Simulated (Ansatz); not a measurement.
Crystal: TiTe2.

```
CELL_PARAMETERS angstrom
3.77700 0.00000 0.00000
-1.88850 3.27098 0.00000
0.00000 0.00000 6.49800
ATOMIC_POSITIONS crystal
Te 0.33333 0.66667 0.73720
Te 0.66667 0.33333 0.26280
Ti 0.00000 0.00000 0.00000
```

Base run:

```yaml
Program: Ansatz 0.2.0
Functional: PBE
Potentials_or_basis: Ansatz PAW
Cutoff: 500 eV
Density_cutoff: 2000 eV
k_mesh: 8 × 8 × 4
Occupations: fermi-dirac, width 0.05 eV
Spin: no spin polarisation
```

Its results: band gap on the k mesh none (metal or under the smearing width); pressure 0.9 GPa; largest force 0.011 eV/Å.

**Question.** The run is repeated on the same cell with these changes: functional from PBE to LDA; cutoff from 500 eV to 420 eV; density cutoff from 2000 eV to 1680 eV. What comes out?

**Answer.** Band gap on the k mesh none (metal or under the smearing width); pressure -4.1 GPa; largest force 0.310 eV/Å.

LDA binds more tightly than PBE, so the same cell stands under less pressure.

Caveats: this functional lacks dispersion, which binds the layers, so the pressure and a relaxed spacing across them are unreliable (some runs); the PAW data sets come from PBE, with cores solved anew for the run's functional, which leaves a small shift of forces and pressure (some runs).

Not every run made on this cell is shown here.
